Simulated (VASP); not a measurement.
Runs of VASP 6.6.1 on ZnO. Symmetry: P6_3/mmc, No. 194, hexagonal system. The conventional cell has a = 3.288 Å, b = 3.288 Å, c = 7.130 Å, α = 90.00°, β = 90.00°, γ = 120.00°. Zn (site symmetry -6m2) is surrounded by 3 O at 1.90 Å. Around O (site symmetry -6m2) lie 3 Zn at 1.90 Å. Measurements of this composition are mostly on another form, of space group No. 186.

```tsv
level	potentials or basis	further INCAR settings	gap on the mesh (eV)
LDA	VASP PAW LDA potentials, release 64 (Zn, O)	ALGO = Fast; EDIFF = 1e-07	0.76
TB-mBJ	VASP PAW PBE potentials, release 64 (Zn, O)	ALGO = Normal; EDIFF = 1e-07	(a)
r2SCAN	VASP PAW PBE potentials, release 64 (Zn, O)	ALGO = Normal; EDIFF = 1e-07	1.13
PBE	VASP PAW PBE potentials, release 64 (Zn, O)	ALGO = Fast; EDIFF = 1e-07	0.82
PBEsol	VASP PAW PBE potentials, release 64 (Zn, O)	ALGO = Fast; EDIFF = 1e-07	(b)
```

Alike in all rows: task band structure; no spin polarisation; cell as given; k mesh 10 × 10 × 4; cutoff (eV) 520; smearing gaussian 0.02 eV.

Fill in the values left out.

(a) 2.36; (b) 0.75.

